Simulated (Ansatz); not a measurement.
Level of theory: DFT PBE, scalar-relativistic, plane waves, PAW (Ansatz 0.2.0). Settings: cutoff 420 eV, Γ-centred meshes spaced at most about 0.3 Å⁻¹, and about 0.25 Å⁻¹ or finer for metals (2π included), Gaussian smearing. No spin polarisation.

All energies are static (0 K, no zero-point motion).

Question: Order these relaxed structures of Al₆N by energy, lowest first, with the energy over the lowest of them.
A. Space group P3m1 (No. 156), trigonal, a = 2.984 Å, c = 27.878 Å. Al on its first site has 12 Al at 2.83–2.98 Å; around Al on its second site lie 12 Al at 2.83–2.98 Å; around Al on its third site lie 12 Al at 2.85–2.98 Å; N on its first site has 4 Al at 1.85–1.90 Å; 10 more sites not described.
B. Space group Cm (No. 8), monoclinic, a = 5.073 Å, b = 8.847 Å, c = 5.104 Å, β = 108.6°. Al on a site of symmetry m has 1 N at 1.88 Å and 12 Al at 2.80–3.14 Å; Al on a site of symmetry 1 is surrounded by 1 N at 1.89 Å and 12 Al at 2.83–3.08 Å; Al on a second site of symmetry 1 has 12 Al at 2.83–3.04 Å and 4 N at 3.43–3.50 Å; N is surrounded by 4 Al at 1.88–1.89 Å and 12 Al at 3.39–3.50 Å; 1 more site not described.
C. Space group P-3m1 (No. 164), trigonal, a = 2.893 Å, c = 13.863 Å. Al on its first site is surrounded by 3 N at 2.06 Å and 12 Al at 2.83–2.94 Å; Al on its second site is surrounded by 12 Al at 2.82–2.89 Å; Al on its third site has 12 Al at 2.82–2.89 Å; N has 6 Al at 2.06 Å.

Answer: A (0 meV/atom), C (116 meV/atom), B (157 meV/atom). Counting Al atoms around N (those within 1.25 times the shortest such distance or 1.15 times the sum of covalent radii): A has N 4; C has N 6; B has N 4. All come from invented guesses.

Cells relaxed within their symmetry can be saddle points. Some candidate types were left out of the draw beforehand, so a known form may be missing.
